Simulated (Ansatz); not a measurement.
## How much do the gradients of VO2 depend on the method?

Cell: a COD entry, whose atoms a relaxation with PBE at fixed cell left in place.

```
V O
1.0
     4.55460    0.00000    0.00000
     0.00000    4.55460    0.00000
     0.00000    0.00000    2.85280
V O
2 4
Cartesian
  0.0000 0.0000 0.0000
  2.2773 2.2773 1.4264
  1.3668 1.3668 0.0000
  0.9105 3.6441 1.4264
  3.1878 3.1878 0.0000
  3.6441 0.9105 1.4264
```

Atoms are numbered from 1 in the order listed; like atoms form one site, named after its first atom.

First run. The numbers come from a DFT calculation in Ansatz (PBE, plane waves and PAW, scalar-relativistic, collinear spin, 420 eV cutoff, Γ-centred 10×10×16 k-points, Fermi–Dirac smearing 0.05 eV). Start moments as typed (μB): 1 on each V, none on the rest.

```csv
site,atom,V_zz (10²¹ V/m²),η,m (μB)
V,1,-0.71,0.09,0.83
O,3,-2.91,0.90,-0.05
```

Second run. The same atoms and settings, except that the functional is LDA.

(1) Given the first result, estimate the second.

Answers

(1) 

```csv
site,atom,V_zz,η,change of V_zz,m (μB)
V,1,-1.12,0.32,-0.41,0.77
O,3,-2.64,0.94,+0.27,-0.03
```

The largest change of V_zz is on V, from -0.71 to -1.12. In per cent, |V_zz| changes by -9 on O (all sites that start above 2). Where |V_zz| stays above 0.1, η moves most on V, from 0.09 to 0.32. The absolute magnetisation of the cell goes from 2.4 to 2.2 μB.

The run finds no gap above 0.1 eV (a metal, or nearly one), so the gradients can move by 10 % or more with the k-mesh. Semilocal functionals can leave a metal where correlation in the d or f shell opens a gap in the real compound, and that would change the values at and beside V. All moments are parallel here, as the start or the cell imposes; many such compounds order antiparallel, where fields and spin densities carried over to other atoms largely cancel.
For the first run: The magnetic order is the one that the run reached from its start moments, not necessarily the measured one.
For the second run: At this cell the LDA pressure is -13 GPa, so with LDA the cell would shrink if it were relaxed. The magnetic order is the one that the run reached from its start moments, not necessarily the measured one (the real compound may not order at all).
